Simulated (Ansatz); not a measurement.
# HfN: biaxial strain in the a-b plane

One table from this session's results is given with a row withheld; the runs are named, their logs left out.

Method: DFT PBEsol, scalar-relativistic, plane waves, PAW, in Ansatz 0.2.0.

2 further runs of the same task are left out: 2 set aside as unsound or not needed.

### Starting point

The structure is hexagonal, space group P6_3/mmc (No. 194). The conventional cell has a = 3.128 Å, b = 3.128 Å, c = 5.391 Å, α = 90.00°, β = 90.00°, γ = 120.00°. Hf (site symmetry -6m2) is surrounded by 6 N at 2.25 Å. N (site symmetry -3m) has 6 Hf at 2.25 Å in its first shell of neighbours.

As a file:

```xyz
4
Lattice="3.1277 0.0000 0.0000 -1.5639 2.7087 0.0000 0.0000 0.0000 5.3909" Properties=species:S:1:pos:R:3 pbc="T T T"
Hf    1.5639    0.9029    4.0432
Hf    0.0000    1.8058    1.3477
N     0.0000    0.0000    0.0000
N     0.0000    0.0000    2.6955
```

It goes back to an entry of the Materials Project, which need not be the stable form.

It is the result of an earlier relaxation at this level (volume 11.42 Å³/atom; gap on the mesh: none (metal)).

The unstrained cell comes from an earlier run at this level (4 atoms, E(σ→0) -31960.3998 eV, gap none (metal)).

The first run:

The input, input.yaml:

```yaml
crystal:
  lattice:
    - [3.0651531582, 0.0, 0.0]
    - [-1.5325765791, 2.6545005015, 0.0]
    - [0.0, 0.0, 5.4556271601]
  atoms:
    - { symbol: Hf, position: [0.6666666667, 0.3333333333, 0.75] }
    - { symbol: Hf, position: [0.3333333333, 0.6666666667, 0.25] }
    - { symbol: "N", position: [0.0, 0.0, 0.0] }
    - { symbol: "N", position: [0.0, 0.0, 0.5] }
basis:
  ecutwfc: 420
kpoints:
  mp_grid: { grid: [18, 18, 10] }
hamiltonian:
  xc: pbesol
scf:
  occupations: { method: gaussian, width: 0.1 }
output:
  forces: true
  stress: true
  eigenvalues: true
relax:
  adjacent_minimum: "off"
  f_tol: 0.008
  max_steps: 40
  cell: { stress_tol: 0.015, fix: [a, b, gamma] }
```

The run is started by

```sh
$ ansatz run input.yaml --threads 1 --pin off --max-ram 2560MiB --backend cpu --events-out ev --progress --plain --runs-dir out
```

Steps of the session up to this table: At -2.0 %; At +2.0 %; At -4.0 %; At +4.0 %; Strain -6.0 %; The cell strained by +6.0 %.

One table of the session follows, with a row left open; its other results are not shown here.

Lengths are those of the vectors of the cell that was run; stresses in GPa:

| strain (%) | ΔE (meV/atom) | a (Å) | b (Å) | c (Å) |
| --- | --- | --- | --- | --- |
| -6.0 | 176.1 | 2.940 | 2.940 | 5.585 |
| -4.0 | 76.4 | 3.003 | 3.003 | 5.510 |
| -2.0 | 18.3 | 3.065 | 3.065 | 5.447 |
| +0.0 | 0.0 | 3.128 | 3.128 | 5.391 |
| +2.0 | ? | ? | ? | ? |
| +4.0 | 68.9 | 3.253 | 3.253 | 5.308 |
| +6.0 | 149.8 | 3.315 | 3.315 | 5.278 |

Q: Estimate the row for strain (%) = +2.0 from the others.

Worked estimate for «ΔE (meV/atom)». A straight line through the neighbours (0.0, 0.0) and (4.0, 68.9) gives 0.0 + (68.9 − 0.0) × (2.0 − 0.0) / (4.0 − 0.0) = 34.5; a parabola fitted to 4 rows on both sides gives 17.9.

The run gave: ΔE (meV/atom): 17.9; a (Å): 3.190; b (Å): 3.190; c (Å): 5.345. In «ΔE (meV/atom)» the line misses by +16.6 and the parabola by 0.0.

ΔE is over the unstrained cell. Stress in GPa, positive in compression, on the Cartesian axes of the input. 
